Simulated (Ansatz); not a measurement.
Wanted: the native input for an Ansatz 0.2.0 run.

```yaml
Task: band structure
Functional: PBEsol
Potentials_or_basis: Ansatz PAW
Cutoff: "420 eV (not typed: the program's choice for these potentials)"
k_mesh: 10 × 10 × 5
Occupations: fermi-dirac, width 0.05 eV
Spin: spin-orbit coupling, no magnetisation
Path: "[[\"G\", \"M\", \"K\", \"G\", \"A\", \"L\", \"H\", \"A\"], [\"L\", \"M\"], [\"K\", \"H\"]]"
Points_for_each_segment_of_the_path: 14
```

Crystal: Cd.

```
Cd
1.0
     2.97887    0.00000    0.00000
    -1.48944    2.57978    0.00000
     0.00000    0.00000    5.61765
Cd
2
Direct
  0.66667 0.33333 0.75000
  0.33333 0.66667 0.25000
```

One way to write it, as run:

input.yaml

```yaml
crystal:
  lattice:
    - [2.97887, 0.0, 0.0]
    - [-1.489435, 2.5797770946, 0.0]
    - [0.0, 0.0, 5.61765]
  atoms:
    - { symbol: Cd, position: [0.6666666667, 0.3333333333, 0.75] }
    - { symbol: Cd, position: [0.3333333333, 0.6666666667, 0.25] }
hamiltonian:
  xc: pbesol
  pseudopotentials: { kind: paw_fr }
magnetization:
  noncollinear: true
  spin_orbit: true
kpoints:
  mp_grid: { grid: [10, 10, 5] }
  band_path:
    path:
      - [[0.0, 0.0, 0.0], [0.5, 0.0, 0.0], [0.3333333333, 0.3333333333, 0.0], [0.0, 0.0, 0.0], [0.0, 0.0, 0.5], [0.5, 0.0, 0.5], [0.3333333333, 0.3333333333, 0.5], [0.0, 0.0, 0.5]]
      - [[0.5, 0.0, 0.5], [0.5, 0.0, 0.0]]
      - [[0.3333333333, 0.3333333333, 0.0], [0.3333333333, 0.3333333333, 0.5]]
    npoints: 14
scf:
  occupations: { method: fermi_dirac, width: 0.05 }
  n_extra_bands: 6
output:
  forces: true
  stress: true
  eigenvalues: true
  fatbands: false
  write_density: true
  write_potential: true
  elf: true
  volumetric_format: npy
```

Potentials or basis: Ansatz PAW.

Command:

```bash
$ ansatz run input.yaml --threads 2 --pin off --max-ram 5632MiB --backend cpu --events-out ev --progress --plain --runs-dir out
```

Results of the run:

- Pressure: -1.7 GPa
- Band gap on the k mesh: none (metal or under the smearing width)

Caveat: the PAW data sets come from PBE, with cores solved anew for the run's functional, which leaves a small shift of forces and pressure.

Run time: 24 s on 2 threads of Arm Neoverse V2, on a shared host, peak memory 0.54 GiB.
